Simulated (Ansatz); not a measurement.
CdSe (Cadmoselite):

```
CELL_PARAMETERS angstrom
4.30000 0.00000 0.00000
-2.15000 3.72391 0.00000
0.00000 0.00000 7.02000
ATOMIC_POSITIONS crystal
Cd 0.66667 0.33333 0.50000
Cd 0.33333 0.66667 0.00000
Se 0.66667 0.33333 0.88500
Se 0.33333 0.66667 0.38500
```

* Program: Ansatz 0.2.0
* Task: relaxation of cell and atoms
* Functional: PBE
* Dispersion: D4
* Potentials or basis: Ansatz PAW
* Cutoff: 420 eV (not typed: the program's choice for these potentials)
* k mesh: 7 × 7 × 4
* Occupations: fermi-dirac, width 0.05 eV
* Spin: no spin polarisation

At the start: volume 28.10 Å³/atom.

**Question.** Where does the relaxation end?

**Answer.** It ends after 5 steps and the volume is 28.58 Å³/atom (+1.7 %); space group P6_3mc (No. 186, to 0.05 Å).

The path:
```csv
step,energy change (eV),largest force (eV/Å),volume (Å³)
1,0.0000,0.2832,112.41
2,-0.0236,0.0017,114.74
3,-0.0245,0.0012,114.38
4,-0.0246,0.0001,114.32
5,-0.0250,0.0001,114.32
```

Final structure:
```
Cd Se
1.0
     4.32272    0.00000    0.00000
    -2.16136    3.74359    0.00000
     0.00000    0.00000    7.06437
Cd Se
2 2
Direct
  0.66667 0.33333 0.50486
  0.33333 0.66667 0.00486
  0.66667 0.33333 0.88014
  0.33333 0.66667 0.38014
```

Caveat: the plane-wave basis is chosen anew once the cell has moved, so the energies of steps on either side of that aren't comparable.
